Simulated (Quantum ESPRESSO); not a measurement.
# 2H-WSe2, 1 layer, rectangular cell, stepped through strain along the second axis, part 2 of 7

Wanted: a table for 2H-WSe2, 1 layer, rectangular cell against strain along the second axis, and what can be fitted to it.

Quantum ESPRESSO 7.5; plane-wave DFT, PBE, GBRV ultrasoft pseudopotentials.

So far. Step 2 (Variable-cell relaxation of the reference):  The last row is no step: it is a fresh SCF in the final cell with a new plane-wave basis, +0 meV from the row before.

## Step 3: Relaxation with pw.x, -4 %

Contents of m0.relax.in:

```
&control
  prefix = 'm0.relax'
  outdir = './out'
  pseudo_dir = './pseudo'
  nstep = 40
  forc_conv_thr = 0.0003
  calculation = 'relax'
  tstress = .true.
/
&system
  ibrav = 0
  nat = 6
  ntyp = 2
  ecutwfc = 50
  ecutrho = 250
  occupations = 'smearing'
  smearing = 'fd'
  degauss = 0.002
/
&electrons
  conv_thr = 1e-09
  mixing_beta = 0.4
  electron_maxstep = 120
  mixing_mode = 'plain'
/
&ions
/
ATOMIC_SPECIES
  Se  78.9710  se_pbe_v1.uspp.F.UPF
  W   183.8400  w_pbe_v1.2.uspp.F.UPF
CELL_PARAMETERS angstrom
  3.31811722800000 0.00000000000000 0.00000000000000
  0.00000000000000 5.51729124576000 0.00000000000000
  0.00000000000000 0.00000000000000 18.74034793400000
ATOMIC_POSITIONS crystal
  Se  0.999999999900 0.333333105300 0.410336045800
  Se  0.500000000000 0.833333114300 0.410336054800
  W   0.000000000000 0.000000387200 0.500000000000
  W   0.500000000000 0.500000507000 0.500000000000
  Se  0.999999999900 0.333333105300 0.589663954200
  Se  0.500000000000 0.833333114300 0.589663945200
K_POINTS automatic
  10 6 1 0 0 0
```

Command:

```console
$ OMP_NUM_THREADS=1 mpirun -n 4 pw.x -nk 4 -in m0.relax.in > m0.relax.out
```

What it wrote:

```text
[banner, memory and clock lines left out]
Program PWSCF v.7.5 starts
[citation notice left out]

[...]
Message from routine setup:
[...]
bravais-lattice index     =            0
     lattice parameter (alat)  =       6.2703  a.u.
     unit-cell volume          =    2315.2180 (a.u.)^3
     number of atoms/cell      =            6
     number of atomic types    =            2
     number of electrons       =        52.00
     number of Kohn-Sham states=           31
     kinetic-energy cutoff     =      50.0000  Ry
     charge density cutoff     =     250.0000  Ry
     scf convergence threshold =      1.0E-09
     mixing beta               =       0.4000
     number of iterations used =            8  plain     mixing
     energy convergence thresh.=      1.0E-04
     force convergence thresh. =      3.0E-04
     Exchange-correlation= SLA  PW   PBE  PBE
                           (   1   4   3   4   0   0   0)
     nstep                     =           40

[...]
PseudoPot. # 1 for Se read from file:
     ./pseudo/se_pbe_v1.uspp.F.UPF
     Pseudo is Ultrasoft + core correction, Zval =  6.0
     Generated by new atomic code, or converted to UPF format
     Using radial grid of  877 points,  6 beta functions with:
                l(1) =   0
                l(2) =   0
                l(3) =   1
                l(4) =   1
                l(5) =   2
                l(6) =   2
     Q(r) pseudized with  8 coefficients,  rinner =    1.300   1.300   1.300
                                                       1.300   1.300

     PseudoPot. # 2 for W  read from file:
     ./pseudo/w_pbe_v1.2.uspp.F.UPF
     Pseudo is Ultrasoft + core correction, Zval = 14.0
     Generated by new atomic code, or converted to UPF format
     Using radial grid of  923 points,  8 beta functions with:
                l(1) =   0
                l(2) =   0
                l(3) =   0
                l(4) =   1
                l(5) =   1
                l(6) =   2
                l(7) =   2
                l(8) =   3
     Q(r) pseudized with  6 coefficients,  rinner =    1.350   1.350   1.350
                                                       1.350   1.350   1.350
                                                       1.350

     atomic species   valence    mass     pseudopotential
     Se                6.00    78.97100     Se( 1.00)
     W                14.00   183.84000     W ( 1.00)

      4 Sym. Ops. (no inversion) found

[...]
number of k points=    24  Fermi-Dirac smearing, width (Ry)=  0.0020
[...]
Dense  grid:   154565 G-vectors     FFT dimensions: (  32,  54, 180)

     Smooth grid:   110605 G-vectors     FFT dimensions: (  30,  48, 160)

     Check: negative core charge=   -0.000001

     Initial potential from superposition of free atoms

     starting charge      51.7990, renormalised to      52.0000

     negative rho (up, down):  1.305E-01 0.000E+00
     Starting wfcs are   42 randomized atomic wfcs

     per-process dynamical memory:   159.1 Mb

     Self-consistent Calculation

     iteration #  1     ecut=    50.00 Ry     beta= 0.40
     Davidson diagonalization with overlap
     ethr =  1.00E-02,  avg # of iterations =  2.0

     Threshold (ethr) on eigenvalues was too large:
     Diagonalizing with lowered threshold

     Davidson diagonalization with overlap
     ethr =  2.78E-04,  avg # of iterations =  2.0

     negative rho (up, down):  1.336E-01 0.000E+00

     total energy              =    -492.90185627 Ry
     estimated scf accuracy    <       0.17493530 Ry

     iteration #  2     ecut=    50.00 Ry     beta= 0.40
[...]
negative rho (up, down):  1.350E-01 0.000E+00

[...]
total energy              =    -492.91280616 Ry
     estimated scf accuracy    <       0.07242579 Ry

     iteration #  3     ecut=    50.00 Ry     beta= 0.40
[...]
negative rho (up, down):  1.374E-01 0.000E+00

[...]
total energy              =    -492.92500831 Ry
     estimated scf accuracy    <       0.02420054 Ry

     iteration #  4     ecut=    50.00 Ry     beta= 0.40
[...]
negative rho (up, down):  1.392E-01 0.000E+00

[...]
total energy              =    -492.92748449 Ry
     estimated scf accuracy    <       0.00147001 Ry

     iteration #  5     ecut=    50.00 Ry     beta= 0.40
[...]
negative rho (up, down):  1.392E-01 0.000E+00

[...]
total energy              =    -492.92770230 Ry
     estimated scf accuracy    <       0.00057343 Ry

     iteration #  6     ecut=    50.00 Ry     beta= 0.40
[...]
negative rho (up, down):  1.393E-01 0.000E+00

[...]
total energy              =    -492.92774854 Ry
     estimated scf accuracy    <       0.00009252 Ry

[...]
iteration #  9     ecut=    50.00 Ry     beta= 0.40
[...]
negative rho (up, down):  1.392E-01 0.000E+00

[...]
total energy              =    -492.92780974 Ry
     estimated scf accuracy    <       0.00000013 Ry

     iteration # 10     ecut=    50.00 Ry     beta= 0.40
[...]
negative rho (up, down):  1.392E-01 0.000E+00

[...]
total energy              =    -492.92780985 Ry
     estimated scf accuracy    <       0.00000011 Ry

     iteration # 11     ecut=    50.00 Ry     beta= 0.40
[...]
negative rho (up, down):  1.392E-01 0.000E+00

[...]
total energy              =    -492.92780987 Ry
     estimated scf accuracy    <          1.6E-09 Ry

     iteration # 12     ecut=    50.00 Ry     beta= 0.40
[...]
negative rho (up, down):  1.392E-01 0.000E+00

[...]
End of self-consistent calculation

          k = 0.0000 0.0000 0.0000 ( 13799 PWs)   bands (ev):

   -73.4138 -73.3997 -37.7768 -37.6927 -37.6358 -37.6271 -37.5520 -37.4928
   -14.4019 -13.1212 -12.1390 -11.9647  -5.9001  -5.8100  -4.7381  -3.6642
    -2.7121  -1.9813  -1.7871  -1.6158  -1.4803  -0.6439  -0.5613  -0.4665
    -0.3713   0.0690   3.2327   3.4735   3.4868   3.6679   3.8667

          k = 0.0000 0.1002 0.0000 ( 13793 PWs)   bands (ev):

   -73.4129 -73.4006 -37.7582 -37.6889 -37.6397 -37.6221 -37.5570 -37.5122
[...]
convergence has been achieved in  12 iterations

     negative rho (up, down):  1.392E-01 0.000E+00

     Forces acting on atoms (cartesian axes, Ry/au):

     atom    1 type  1   force =     0.00000000    0.00690703   -0.01767956
     atom    2 type  1   force =     0.00000000    0.00690600   -0.01768018
     atom    3 type  2   force =     0.00000000   -0.01381342    0.00000000
     atom    4 type  2   force =     0.00000000   -0.01381263    0.00000000
     atom    5 type  1   force =     0.00000000    0.00690703    0.01767956
     atom    6 type  1   force =     0.00000000    0.00690600    0.01768018

     Total force =     0.042693     Total SCF correction =     0.000055

     Computing stress (Cartesian axis) and pressure

     negative rho (up, down):  1.392E-01 0.000E+00
          total   stress  (Ry/bohr**3)                   (kbar)     P=       19.85
   0.00006616   0.00000000   0.00000000            9.73        0.00        0.00
   0.00000000   0.00024574   0.00000000            0.00       36.15        0.00
   0.00000000   0.00000000   0.00009294            0.00        0.00       13.67

     BFGS Geometry Optimization
     Energy error            =      1.8E-03 Ry
     Gradient error          =      1.8E-02 Ry/Bohr

     number of scf cycles    =   1
     number of bfgs steps    =   0

     energy             new  =    -492.9278098693 Ry

     new trust radius        =       0.0189810796 bohr
     new conv_thr            =       0.0000000010 Ry

ATOMIC_POSITIONS (crystal)
Se               0.9999999999        0.3339955761        0.4098368224
Se               0.5000000000        0.8339954856        0.4098368140
W                0.0000000000       -0.0013244929        0.5000000000
W                0.5000000000        0.4986757029        0.5000000000
Se               0.9999999999        0.3339955761        0.5901631776
Se               0.5000000000        0.8339954856        0.5901631860

[...]
NEW-OLD atomic charge density approx. for the potential

     Check: negative core charge=   -0.000001

     negative rho (up, down):  1.394E-01 0.000E+00

     per-process dynamical memory:   195.1 Mb

[...]
!    total energy              =    -492.92919596 Ry
[...]
Total force =     0.023000     Total SCF correction =     0.000053
[...]
number of bfgs steps    =   1
[...]
energy             new  =    -492.9291959578 Ry
[...]
new trust radius        =       0.0208791876 bohr
[...]
!    total energy              =    -492.92980931 Ry
[...]
Total force =     0.006762     Total SCF correction =     0.000009
[...]
number of bfgs steps    =   2
[...]
energy             new  =    -492.9298093061 Ry
[...]
new trust radius        =       0.0073824306 bohr
[...]
!    total energy              =    -492.92986442 Ry
[...]
Total force =     0.002768     Total SCF correction =     0.000006
[...]
number of bfgs steps    =   3
[...]
energy             new  =    -492.9298644150 Ry
[...]
new trust radius        =       0.0017852073 bohr
[...]
!    total energy              =    -492.92987089 Ry
[...]
Total force =     0.001090     Total SCF correction =     0.000004
[...]
number of bfgs steps    =   4
[...]
energy             new  =    -492.9298708863 Ry
[...]
new trust radius        =       0.0009834976 bohr
[...]
Self-consistent Calculation

     iteration #  1     ecut=    50.00 Ry     beta= 0.40
     Davidson diagonalization with overlap
     ethr =  1.00E-06,  avg # of iterations =  2.0

     Threshold (ethr) on eigenvalues was too large:
     Diagonalizing with lowered threshold

     Davidson diagonalization with overlap
     ethr =  1.62E-10,  avg # of iterations =  6.1

     negative rho (up, down):  1.393E-01 0.000E+00

     total energy              =    -492.92987189 Ry
     estimated scf accuracy    <       0.00000006 Ry

[...]
iteration #  7     ecut=    50.00 Ry     beta= 0.40
[...]
negative rho (up, down):  1.393E-01 0.000E+00

[...]
End of self-consistent calculation

          k = 0.0000 0.0000 0.0000 ( 13799 PWs)   bands (ev):

   -73.4221 -73.4082 -37.7605 -37.6892 -37.6345 -37.6202 -37.5461 -37.4818
   -14.3008 -13.1002 -12.0599 -11.8857  -5.7972  -5.7537  -4.7152  -3.6093
    -2.6111  -1.8269  -1.8175  -1.6155  -1.3456  -0.5924  -0.4861  -0.3250
    -0.2874   0.0149   3.2872   3.4353   3.5720   3.5823   3.7939

          k = 0.0000 0.1002 0.0000 ( 13793 PWs)   bands (ev):

   -73.4212 -73.4091 -37.7423 -37.6855 -37.6382 -37.6153 -37.5511 -37.5008
   -14.1862 -13.0365 -12.2715 -11.9931  -5.6051  -5.5109  -4.4672  -3.6279
    -2.5148  -1.9845  -1.7117  -1.7067  -1.5835  -0.7997  -0.5271  -0.4994
    -0.3339   0.0187   3.1256   3.1333   3.4312   3.4754   3.4826

[...]
the Fermi energy is     1.3660 ev

!    total energy              =    -492.92987190 Ry
     estimated scf accuracy    <          7.4E-12 Ry
     smearing contrib. (-TS)   =      -0.00000000 Ry
     internal energy E=F+TS    =    -492.92987190 Ry

     The total energy is F=E-TS. E is the sum of the following terms:
     one-electron contribution =   -1857.22731225 Ry
     hartree contribution      =     930.60311686 Ry
     xc contribution           =    -201.50201372 Ry
     ewald contribution        =     635.19633721 Ry

     convergence has been achieved in   7 iterations

     negative rho (up, down):  1.393E-01 0.000E+00

     Forces acting on atoms (cartesian axes, Ry/au):

     atom    1 type  1   force =     0.00000000   -0.00003043    0.00003981
     atom    2 type  1   force =     0.00000000   -0.00003025    0.00003993
     atom    3 type  2   force =     0.00000000    0.00006104    0.00000000
     atom    4 type  2   force =     0.00000000    0.00006032    0.00000000
     atom    5 type  1   force =     0.00000000   -0.00003043   -0.00003981
     atom    6 type  1   force =     0.00000000   -0.00003025   -0.00003993

     Total force =     0.000132     Total SCF correction =     0.000005

     Computing stress (Cartesian axis) and pressure

     negative rho (up, down):  1.393E-01 0.000E+00
          total   stress  (Ry/bohr**3)                   (kbar)     P=       11.46
   0.00003770   0.00000000   0.00000000            5.55        0.00        0.00
   0.00000000   0.00020026   0.00000000            0.00       29.46        0.00
   0.00000000   0.00000000  -0.00000433            0.00        0.00       -0.64

     Energy error            =      1.0E-06 Ry
     Gradient error          =      6.1E-05 Ry/Bohr

     bfgs converged in   6 scf cycles and   5 bfgs steps
     (criteria: energy <  1.0E-04 Ry, force <  3.0E-04 Ry/Bohr)

     End of BFGS Geometry Optimization

     Final energy             =    -492.9298718981 Ry

     File ./out/m0.relax.bfgs deleted, as requested
Begin final coordinates

ATOMIC_POSITIONS (crystal)
Se               0.9999999999        0.3343295772        0.4090026782
Se               0.5000000000        0.8343295827        0.4090026441
W                0.0000000000       -0.0019925819        0.5000000000
W                0.5000000000        0.4980075955        0.5000000000
Se               0.9999999999        0.3343295772        0.5909973218
Se               0.5000000000        0.8343295827        0.5909973559
End final coordinates

[...]
```

The job ended after 6.5 min (4 MPI ranks of Arm Neoverse V1, shared host; peak memory 1.7 GiB; 26 min of CPU time).

The steps of the relaxation:

```
step  energy less that of the first step (eV)  largest force (eV/Å)
   1                                   0.0000                0.4880
   2                                  -0.0189                0.2828
   3                                  -0.0272                0.0838
   4                                  -0.0280                0.0375
   5                                  -0.0280                0.0162
   6                                  -0.0281                0.0016
```

The atoms that moved most (Å):

```
atom     dx      dy      dz  length
 Se2  0.000   0.005  -0.025   0.026
 Se6  0.000   0.005   0.025   0.026
 Se5  0.000   0.005   0.025   0.026
 Se1  0.000   0.005  -0.025   0.026
  W3  0.000  -0.011   0.000   0.011
  W4  0.000  -0.011   0.000   0.011
```

Final coordinates:

```xyz
6
Lattice="3.3181 0.0000 0.0000 0.0000 5.5173 0.0000 0.0000 0.0000 18.7403" Properties=species:S:1:pos:R:3
Se    3.3181    1.8446    7.6649
Se    1.6591    4.6032    7.6649
W     0.0000   -0.0110    9.3702
W     1.6591    2.7477    9.3702
Se    3.3181    1.8446   11.0755
Se    1.6591    4.6032   11.0755
```

The relaxation lowers the energy by 5 meV an atom.

Numbers from this step:

- free energy: -6706.6526 eV
- Fermi energy: 1.366 eV

[end of part 2 of 7]

[Logs are printed without paths, hosts, clocks, repeated set-up lines and the standing remarks that a program may print on its own settings, such as how far it seeks lower states.]

[Hosts, paths, dates, database ids (printed as entryN), source tags and the programs' standing remarks are cut or masked in the printed files.]

[Maps of the electrostatic potential energy from Ansatz leave out the sawtooth potential of an applied field or a dipole correction, so their vacuum need not be flat; planar profiles and work functions include it.]
